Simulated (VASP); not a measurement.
# BN (P6_3/mmc) in VASP: further runs, part 2 of 2

VASP 6.6.1.

**3. Relaxation of shape and atoms at fixed volume, PBE+D3(BJ) (a relaxed cell with its volume scaled by 0.94)**

INCAR reads:

```
PREC     = Accurate       # precision mode
ENCUT    = 520            # plane-wave cutoff, eV
EDIFF    = 1E-7           # SCF threshold, eV
ISMEAR   = 0              # smearing method
SIGMA    = 0.02           # smearing width, eV
LREAL    = F              # projectors in reciprocal space
LASPH    = T              # aspherical terms in the spheres
NELM     = 100            # most SCF steps
ALGO     = Normal         # electronic algorithm
ISIF     = 4              # what is computed and relaxed
LWAVE    = F              # write WAVECAR
LCHARG   = F              # write CHGCAR
GGA      = PE             # functional
IVDW     = 12             # dispersion correction
IBRION   = 2              # ionic algorithm
NSW      = 80             # ionic steps
EDIFFG   = -0.002         # ionic threshold
```

KPOINTS reads:

```
Automatic mesh
0
Gamma
  6 6 2
```

POSCAR reads:

```
BN                                      
1.0
    2.4555796356      0.0000000000      0.0000000000
   -1.2277898178      2.1265943408      0.0000000000
    0.0000000000      0.0000000000      6.4617342033
  B               N             
     2     2
Direct
     0.3333333300000021    0.6666666699999979    0.2500000000000000
     0.6666666699999979    0.3333333300000021    0.7500000000000000
     0.3333333300000021    0.6666666699999979    0.7500000000000000
     0.6666666699999979    0.3333333300000021    0.2500000000000000
```

Potentials or basis: VASP PAW PBE potentials, release 64 (B, N).

Run with:

```bash
cat potpaw_PBE.64/B/POTCAR potpaw_PBE.64/N/POTCAR > POTCAR
mpirun -np 1 vasp_std > vasp.out
```

OUTCAR:

```text
PREC = Accurate
   ENCUT = 520
   EDIFF = 1E-7
   ISMEAR = 0
   LREAL = F
   LASPH = T
   NELM = 100
   ISIF = 4
   GGA = PE
   IVDW = 12
   IBRION = 2
   NSW = 80
   EDIFFG = -0.002
 IVDW          = 12

 ion  position               nearest neighbor table
   1  0.333  0.667  0.250-   4 1.42   4 1.42   4 1.42
   2  0.667  0.333  0.750-   3 1.42   3 1.42   3 1.42
   3  0.333  0.667  0.750-   2 1.42   2 1.42   2 1.42
   4  0.667  0.333  0.250-   1 1.42   1 1.42   1 1.42

  LATTYP: Found a hexagonal cell.
 ALAT       =     2.4555796356
 C/A-ratio  =     2.6314496625

  Lattice vectors:

 A1 = (   2.4555796356,   0.0000000000,   0.0000000000)
 A2 = (  -1.2277898178,   2.1265943408,   0.0000000000)
 A3 = (   0.0000000000,   0.0000000000,   6.4617342033)

Analysis of symmetry for initial positions (statically):
=====================================================================
 Subroutine PRICEL returns:
 Original cell was already a primitive cell.

 Routine SETGRP: Setting up the symmetry group for a
 hexagonal supercell.

 Subroutine GETGRP returns: Found 24 space group operations
 (whereof 12 operations were pure point group operations)
 out of a pool of 24 trial point group operations.

The static configuration has the point symmetry D_3d.
 The point group associated with its full space group is D_6h.

Analysis of symmetry for dynamics (positions and initial velocities):
=====================================================================
 Subroutine PRICEL returns:
 Original cell was already a primitive cell.

 Routine SETGRP: Setting up the symmetry group for a
 hexagonal supercell.

 Subroutine GETGRP returns: Found 24 space group operations
 (whereof 12 operations were pure point group operations)
 out of a pool of 24 trial point group operations.

The dynamic configuration has the point symmetry D_3d.
 The point group associated with its full space group is D_6h.

 Subroutine INISYM returns: Found 24 space group operations
 (whereof 12 operations are pure point group operations),
 and found     1 'primitive' translations

----------------------------------------------------------------------------------------

                                     Primitive cell

  volume of cell :      33.7433

  direct lattice vectors                    reciprocal lattice vectors
     2.455579636  0.000000000  0.000000000     0.407235826  0.235117714  0.000000000
    -1.227789818  2.126594341  0.000000000     0.000000000  0.470235428  0.000000000
     0.000000000  0.000000000  6.461734203     0.000000000  0.000000000  0.154757217

  length of vectors
     2.455579636  2.455579632  6.461734203     0.470235427  0.470235428  0.154757217

  position of ions in fractional coordinates (direct lattice)
     0.333333330  0.666666670  0.250000000
     0.666666670  0.333333330  0.750000000
     0.333333330  0.666666670  0.750000000
     0.666666670  0.333333330  0.250000000

  ion indices of the primitive-cell ions
   primitive index   ion index
                 1           1
                 2           2
                 3           3
                 4           4

----------------------------------------------------------------------------------------

 KPOINTS: Automatic mesh

Automatic generation of k-mesh.
 Grid dimensions read from file:
 generate k-points for:    6    6    2

 Generating k-lattice:

  Cartesian coordinates                     Fractional coordinates (reciprocal lattice)
     0.067872638  0.039186286  0.000000000     0.166666667 -0.000000000  0.000000000
     0.000000000  0.078372571  0.000000000     0.000000000  0.166666667  0.000000000
     0.000000000  0.000000000  0.077378608     0.000000000  0.000000000  0.500000000

  Length of vectors
     0.078372571  0.078372571  0.077378608

  Shift w.r.t. Gamma in fractional coordinates (k-lattice)
     0.000000000  0.000000000  0.000000000

 Subroutine IBZKPT returns following result:
 ===========================================

 Found     14 irreducible k-points:

 Following reciprocal coordinates:
            Coordinates               Weight
  0.000000  0.000000  0.000000      1.000000
  0.166667 -0.000000  0.000000      6.000000
  0.333333 -0.000000  0.000000      6.000000
  0.500000 -0.000000  0.000000      3.000000
  0.166667  0.166667  0.000000      6.000000
  0.333333  0.166667  0.000000     12.000000
  0.333333  0.333333  0.000000      2.000000
  0.000000  0.000000  0.500000      1.000000
  0.166667 -0.000000  0.500000      6.000000
  0.333333 -0.000000  0.500000      6.000000
  0.500000 -0.000000  0.500000      3.000000
  0.166667  0.166667  0.500000      6.000000
  0.333333  0.166667  0.500000     12.000000
  0.333333  0.333333  0.500000      2.000000
   k-points           NKPTS =     14   k-points in BZ     NKDIM =     14   number of bands    NBANDS=     12
   number of dos      NEDOS =    301   number of ions     NIONS =      4
   total plane-waves  NPLWV =  15552
   dimension x,y,z NGX =    18 NGY =   18 NGZ =   48
   dimension x,y,z NGXF=    36 NGYF=   36 NGZF=   96
   ions per type =               2   2
   NGX,Y,Z   is equivalent  to a cutoff of  12.19, 12.19, 12.35 a.u.
   NGXF,Y,Z  is equivalent  to a cutoff of  24.37, 24.37, 24.70 a.u.
 SYSTEM =  unknown system
   PREC   = accura    normal or accurate (medium, high low for compatibility)
   ISTART =      0    job   : 0-new  1-cont  2-samecut
   ICHARG =      2    charge: 1-file 2-atom 10-const
   ISPIN  =      1    spin polarized calculation?
   LNONCOLLINEAR =      F non collinear calculations
   LSORBIT =      F    spin-orbit coupling
   LASPH  =      T    aspherical Exc in radial PAW
   ENCUT  =  520.0 eV  38.22 Ry    6.18 a.u.   4.57  4.57 12.01*2*pi/ulx,y,z
   NELM   =    100;   NELMIN=  2; NELMDL= -5     # of ELM steps
   EDIFF  = 0.1E-06   stopping-criterion for ELM
   LREAL  =      F    real-space projection
   EDIFFG = -.2E-02   stopping-criterion for IOM
   NSW    =     80    number of steps for IOM
   IBRION =      2    ionic relax: 0-MD 1-quasi-New 2-CG
   NFREE  =      1    steps in history (QN), initial steepest desc. (CG)
   ISIF   =      4    stress and relaxation
   ISYM   =      2    0-nonsym 1-usesym 2-fastsym
   POTIM  = 0.5000    time-step for ionic-motion
   TEBEG  =    0.0;   TEEND  =   0.0 temperature during run
   PSTRESS=    0.0 pullay stress
   NELECT =      16.0000    total number of electrons
   NUPDOWN=      -1.0000    fix difference up-down
   EMIN   =  10.00;   EMAX   =-10.00  energy-range for DOS
   EFERMI =   0.00;   METHOD = LEGACY
   ISMEAR =     0;   SIGMA  =   0.02  broadening in eV -4-tet -1-fermi 0-gaus
   EFERMI_NEDOS =   21; number of points for ismear=-14 and -15
   IALGO  =     38    algorithm
   IMIX   =      4    mixing-type and parameters
     AMIX     =   0.40;   BMIX     =  1.00
     AMIX_MAG =   1.60;   BMIX_MAG =  1.00
  volume/ion in A,a.u.               =       8.44        56.93
  Fermi-wavevector in a.u.,A,eV,Ry     =   1.276592  2.412410 22.173252  1.629688
  Thomas-Fermi vector in A             =   2.409240
   LORBIT       =      0    0 simple, 1 ext, 2 COOP (PROOUT), +10 PAW based schemes
   GGA     = PE    functional components
   LHFCALC =     F    Hartree Fock is set to
   AEXX    =    0.0000 exact exchange contribution
   IVDW    =    12    specifies the selected vdW correction
   LEPSILON=     F    determine dielectric tensor
   LRPA    =     F    only Hartree local field effects (RPA)
 conjugate gradient relaxation of ions
 non-spin polarized calculation
 Gauss-broadening in eV      SIGMA  =   0.02
  energy-cutoff  :      520.00
  volume of cell :       33.74
 maximum number of plane-waves:       932
   NGX =  9   NGY =  9   NGZ = 25

--------------------------------------- Ionic step        1  -------------------------------------------

 number of electron      15.9999999 magnetization

 Free energy of the ion-electron system (eV)
  ---------------------------------------------------
  ext. energy  EPLUGINS =         0.00000000
  ---------------------------------------------------
  free energy    TOTEN  =       -34.99976802 eV

  energy without entropy =      -34.99976802  energy(sigma->0) =      -34.99976802

------------------------ aborting loop because EDIFF is reached ----------------------------------------

 Edisp (eV)   -0.60666

 E8    (eV) :    -0.1782
[... 75 lines left out ...]
--------------------------------------- Ionic step        3  -------------------------------------------

 number of electron      15.9999995 magnetization

 Free energy of the ion-electron system (eV)
  ---------------------------------------------------
  ext. energy  EPLUGINS =         0.00000000
  ---------------------------------------------------
  free energy    TOTEN  =       -35.08837303 eV

  energy without entropy =      -35.08837303  energy(sigma->0) =      -35.08837303

 E-fermi :   2.9722     XC(G=0): -10.5010

 val. band max:        2.8199864533   @ k =   0.3333   0.3333   0.5000
 cond. band min:       7.0268189607   @ k =   0.5000  -0.0000   0.0000
 fundamental gap:      4.2068325074
 Fermi energy:         2.9722205878

 k-point     1 :       0.0000    0.0000    0.0000
  band No.  band energies     occupation
      1     -15.0790      2.00000
      2     -14.6076      2.00000
      3      -3.7161      2.00000
      4      -0.8503      2.00000
      5       1.4911      2.00000
      6       1.4911      2.00000
      7       1.5604      2.00000
      8       1.5604      2.00000
      9       8.5511      0.00000
     10      13.8956      0.00000
     11      14.3589      0.00000
     12      14.3589      0.00000
[... 228 lines left out ...]
  FREE ENERGIE OF THE ION-ELECTRON SYSTEM (eV)
  ---------------------------------------------------
  free  energy   TOTEN  =       -35.6996502909 eV

  energy  without entropy=      -35.6996502909  energy(sigma->0) =      -35.69965029

 reached required accuracy - stopping structural energy minimisation
```

It took 12 s on 1 thread of AMD EPYC 7R13 (Zen 3), shared host; peak memory 0.12 GiB.

Results:

| Item | Value |
| --- | --- |
| Free energy | -35.6997 eV |
| Energy gained by relaxing | 23.3 meV/atom |
| Ionic steps | 3 |
| Pressure after relaxing | 2.4 GPa |
| Band gap on the k mesh | 4.21 eV, indirect (least direct gap 4.48 eV) |
| Dispersion energy per atom | -0.153 eV |

Step by step:
```csv
step,energy change (eV),largest force (eV/Å),pressure (GPa),volume (Å³)
1,0.0000,0.0000,16.80,33.74
2,-0.0918,0.0000,0.73,33.74
3,-0.0932,0.0000,2.39,33.74
```

Final structure:
```xyz
4
Lattice="2.5015 0.0000 0.0000 -1.2507 2.1663 0.0000 0.0000 0.0000 6.2269" Properties=species:S:1:pos:R:3 pbc="T T T"
B     0.0000    1.4442    1.5567
B     1.2507    0.7221    4.6701
N     0.0000    1.4442    4.6701
N     1.2507    0.7221    1.5567
```

Levels at points of the mesh, in eV from the valence-band top:
```tsv
k point	band 4	band 5	band 6	band 7	band 8	band 9	band 10	band 11	band 12
(0.00, 0.00, 0.00)	-3.67	-1.33	-1.33	-1.26	-1.26	5.73	11.08	11.54	11.54
(0.50, 0.00, 0.00)	-8.82	-4.16	-4.04	-1.67	-0.27	4.21	5.99	9.65	9.92
(0.00, 0.00, 0.50)	-5.29	-1.29	-1.29	-1.29	-1.29	8.45	8.45	11.64	11.64
(0.50, 0.00, 0.50)	-8.89	-4.10	-4.10	-0.92	-0.92	4.73	4.73	10.00	10.00
```

Caveat: the k mesh is coarse (spacing up to 0.49 Å⁻¹), so the values aren't converged.

**4. Relaxation of shape and atoms at fixed volume, PBE+D3(BJ) (a relaxed cell with its volume scaled by 1.06)**

INCAR is that of step 3.

KPOINTS is that of step 3.

Edit POSCAR of step 3 so:

```diff
@@ -2,5 +2,5 @@
 1.0
-    2.4555796356      0.0000000000      0.0000000000
-   -1.2277898178      2.1265943408      0.0000000000
-    0.0000000000      0.0000000000      6.4617342033
+    2.5559166883      0.0000000000      0.0000000000
+   -1.2779583442      2.2134887772      0.0000000000
+    0.0000000000      0.0000000000      6.7257661069
   B               N
```

Run with:

```bash
cat potpaw_PBE.64/B/POTCAR potpaw_PBE.64/N/POTCAR > POTCAR
mpirun -np 1 vasp_std > vasp.out
```

It took 14 s on 1 thread of AMD EPYC 7R13 (Zen 3), shared host; peak memory 0.13 GiB.

The run converged. Its results:

```
Free energy                : -35.7087 eV
Energy gained by relaxing  : 20.0 meV/atom
Ionic steps                : 3
Pressure after relaxing    : -1.3 GPa
Band gap on the k mesh     : 4.34 eV, indirect (least direct gap 4.64 eV)
Dispersion energy per atom : -0.132 eV
```

Step by step:
```csv
step,energy change (eV),largest force (eV/Å),pressure (GPa),volume (Å³)
1,0.0000,0.0000,-12.74,38.05
2,-0.0799,0.0000,-1.72,38.05
3,-0.0800,0.0000,-1.33,38.05
```

Final structure:
```yaml
crystal:
  lattice:
    - [2.51023, 0.00000, 0.00000]
    - [-1.25512, 2.17393, 0.00000]
    - [0.00000, 0.00000, 6.97279]
  atoms:
    - { symbol: B, position: [0.33333, 0.66667, 0.25000] }
    - { symbol: B, position: [0.66667, 0.33333, 0.75000] }
    - { symbol: N, position: [0.33333, 0.66667, 0.75000] }
    - { symbol: N, position: [0.66667, 0.33333, 0.25000] }
```

Levels at points of the mesh, in eV from the valence-band top:
```tsv
k point	band 5	band 6	band 7	band 8	band 9	band 10	band 11	band 12
(0.00, 0.00, 0.00)	-1.34	-1.34	-1.32	-1.32	4.99	9.72	11.50	11.50
(0.50, 0.00, 0.00)	-4.13	-4.09	-1.30	-0.53	4.34	5.44	9.43	9.90
(0.00, 0.00, 0.50)	-1.33	-1.33	-1.33	-1.33	7.09	7.09	11.54	11.54
(0.50, 0.00, 0.50)	-4.11	-4.11	-0.91	-0.91	4.74	4.74	9.81	9.81
```

Caveat: the k mesh is coarse (spacing up to 0.47 Å⁻¹), so the values aren't converged. A k mesh can miss the band edges.

**5. Relaxation of shape and atoms at fixed volume, PBE+D3(BJ) (a relaxed cell with its volume scaled by 0.91)**

INCAR is that of step 4.

KPOINTS is that of step 4.

Edit POSCAR of step 4 so:

```diff
@@ -2,5 +2,5 @@
 1.0
-    2.5559166883      0.0000000000      0.0000000000
-   -1.2779583442      2.2134887772      0.0000000000
-    0.0000000000      0.0000000000      6.7257661069
+    2.4291735069      0.0000000000      0.0000000000
+   -1.2145867535      2.1037259626      0.0000000000
+    0.0000000000      0.0000000000      6.3922478050
   B               N
```

Run with:

```bash
cat potpaw_PBE.64/B/POTCAR potpaw_PBE.64/N/POTCAR > POTCAR
mpirun -np 1 vasp_std > vasp.out
```

It took 34 s on 1 thread of AMD EPYC 7R13 (Zen 3), shared host; peak memory 0.12 GiB.

Results (log left out):

- Free energy: -35.6764 eV
- Energy gained by relaxing: 54.6 meV/atom
- Ionic steps: 17
- Pressure after relaxing: 4.2 GPa
- Band gap on the k mesh: 4.20 eV, indirect (least direct gap 4.40 eV)
- Dispersion energy per atom: -0.159 eV

Step by step:
```tsv
step	energy change (eV)	largest force (eV/Å)	pressure (GPa)	volume (Å³)
1	0.0000	0.0000	27.24	32.67
2	-0.2120	0.0000	0.56	32.67
3	-0.2184	0.0000	4.17	32.67
4	-0.2183	0.0000	4.59	32.67
5	-0.2183	0.0000	4.58	32.67
6	-0.2183	0.0000	4.57	32.67
7	-0.2183	0.0000	4.57	32.67
8	-0.2183	0.0000	4.56	32.67
9	-0.2183	0.0000	4.56	32.67
10	-0.2183	0.0000	4.56	32.67
11	-0.2183	0.0000	4.55	32.67
12	-0.2183	0.0000	4.54	32.67
13	-0.2184	0.0000	4.53	32.67
14	-0.2184	0.0000	4.49	32.67
15	-0.2184	0.0000	4.41	32.67
16	-0.2184	0.0000	4.26	32.67
17	-0.2184	0.0000	4.20	32.67
```

Final structure:
```
B N
1.0
     2.49784    0.00000    0.00000
    -1.24892    2.16319    0.00000
     0.00000    0.00000    6.04564
B N
2 2
Direct
  0.33333 0.66667 0.25000
  0.66667 0.33333 0.75000
  0.33333 0.66667 0.75000
  0.66667 0.33333 0.25000
```

Levels at points of the mesh, in eV from the valence-band top:
| k point | band 4 | band 5 | band 6 | band 7 | band 8 | band 9 | band 10 | band 11 | band 12 |
| --- | --- | --- | --- | --- | --- | --- | --- | --- | --- |
| (0.00, 0.00, 0.00) | -3.46 | -1.33 | -1.33 | -1.24 | -1.24 | 6.00 | 11.43 | 11.55 | 11.55 |
| (0.50, 0.00, 0.00) | -8.82 | -4.18 | -4.03 | -1.81 | -0.21 | 4.20 | 6.18 | 9.74 | 9.92 |
| (0.00, 0.00, 0.50) | -5.30 | -1.28 | -1.28 | -1.28 | -1.28 | 8.87 | 8.87 | 11.67 | 11.67 |
| (0.50, 0.00, 0.50) | -8.91 | -4.11 | -4.11 | -0.93 | -0.93 | 4.74 | 4.74 | 10.07 | 10.07 |

Caveat: the k mesh is coarse (spacing up to 0.50 Å⁻¹), so the values aren't converged. A k mesh can miss the band edges.

**6. Relaxation of shape and atoms at fixed volume, PBE+D3(BJ) (a relaxed cell with its volume scaled by 1.09)**

INCAR is that of step 5.

KPOINTS is that of step 5.

Edit POSCAR of step 5 so:

```diff
@@ -2,5 +2,5 @@
 1.0
-    2.4291735069      0.0000000000      0.0000000000
-   -1.2145867535      2.1037259626      0.0000000000
-    0.0000000000      0.0000000000      6.3922478050
+    2.5798051448      0.0000000000      0.0000000000
+   -1.2899025724      2.2341767873      0.0000000000
+    0.0000000000      0.0000000000      6.7886273776
   B               N
```

Potentials or basis: VASP PAW PBE potentials, release 64 (B, N).

Run with:

```bash
cat potpaw_PBE.64/B/POTCAR potpaw_PBE.64/N/POTCAR > POTCAR
mpirun -np 1 vasp_std > vasp.out
```

It took 41 s on 1 thread of AMD EPYC 7R13 (Zen 3), shared host; peak memory 0.13 GiB.

It converged, with:

| Quantity | Value |
| --- | --- |
| Free energy | -35.6998 eV |
| Energy gained by relaxing | 43.4 meV/atom |
| Ionic steps | 16 |
| Pressure after relaxing | -1.8 GPa |
| Band gap on the k mesh | 4.37 eV, indirect (least direct gap 4.64 eV) |
| Dispersion energy per atom | -0.128 eV |

Step by step:
| step | energy change (eV) | largest force (eV/Å) | pressure (GPa) | volume (Å³) |
| --- | --- | --- | --- | --- |
| 1 | 0.0000 | 0.0000 | -17.91 | 39.13 |
| 2 | -0.1729 | 0.0000 | -2.82 | 39.13 |
| 3 | -0.1736 | 0.0000 | -1.72 | 39.13 |
| 4 | -0.1735 | 0.0000 | -2.06 | 39.13 |
| 5 | -0.1735 | 0.0000 | -2.06 | 39.13 |
| 6 | -0.1735 | 0.0000 | -2.04 | 39.13 |
| 7 | -0.1735 | 0.0000 | -2.04 | 39.13 |
| 8 | -0.1735 | 0.0000 | -2.04 | 39.13 |
| 9 | -0.1735 | 0.0000 | -2.04 | 39.13 |
| 10 | -0.1735 | 0.0000 | -2.04 | 39.13 |
| 11 | -0.1735 | 0.0000 | -2.03 | 39.13 |
| 12 | -0.1735 | 0.0000 | -2.02 | 39.13 |
| 13 | -0.1735 | 0.0000 | -2.01 | 39.13 |
| 14 | -0.1736 | 0.0000 | -1.97 | 39.13 |
| 15 | -0.1736 | 0.0000 | -1.89 | 39.13 |
| 16 | -0.1736 | 0.0000 | -1.76 | 39.13 |

Final structure:
```
CELL_PARAMETERS angstrom
2.51148 0.00000 0.00000
-1.25574 2.17501 0.00000
0.00000 0.00000 7.16299
ATOMIC_POSITIONS crystal
B 0.33333 0.66667 0.25000
B 0.66667 0.33333 0.75000
N 0.33333 0.66667 0.75000
N 0.66667 0.33333 0.25000
```

Levels at points of the mesh, in eV from the valence-band top:
| k point | band 4 | band 5 | band 6 | band 7 | band 8 | band 9 | band 10 | band 11 | band 12 |
| --- | --- | --- | --- | --- | --- | --- | --- | --- | --- |
| (0.00, 0.00, 0.00) | -4.43 | -1.34 | -1.34 | -1.33 | -1.33 | 4.86 | 9.41 | 11.50 | 11.50 |
| (0.50, 0.00, 0.00) | -8.82 | -4.12 | -4.09 | -1.24 | -0.58 | 4.37 | 5.34 | 9.41 | 9.89 |
| (0.00, 0.00, 0.50) | -5.22 | -1.33 | -1.33 | -1.33 | -1.33 | 6.82 | 6.82 | 11.53 | 11.53 |
| (0.50, 0.00, 0.50) | -8.84 | -4.11 | -4.11 | -0.90 | -0.90 | 4.74 | 4.74 | 9.77 | 9.77 |

Caveat: the k mesh is coarse (spacing up to 0.47 Å⁻¹), so the values aren't converged. A k mesh can miss the band edges.

**7. Overview**

| cell | gap on the mesh (eV) | pressure (GPa) |
| --- | --- | --- |
| relaxed at fixed volume from: a relaxed cell with its volume scaled by 1.03 | 4.30 | -0.8 |
| relaxed at fixed volume from: a relaxed cell with its volume scaled by 0.94 | 4.21 | 2.4 |
| relaxed at fixed volume from: a relaxed cell with its volume scaled by 1.06 | 4.34 | -1.3 |
| relaxed at fixed volume from: a relaxed cell with its volume scaled by 0.91 | 4.20 | 4.2 |
| relaxed at fixed volume from: a relaxed cell with its volume scaled by 1.09 | 4.37 | -1.8 |

Alike in all rows: task relaxation of shape and atoms at fixed volume; level PBE+D3(BJ); potentials or basis VASP PAW PBE potentials, release 64 (B, N); no spin polarisation; k mesh 6 × 6 × 2; cutoff (eV) 520; smearing gaussian 0.02 eV; the mesh is coarse, so values aren't converged.

Caveats: all runs use coarse meshes.

Total energies depend on the potentials used, so only differences within one code and one set of settings carry meaning.
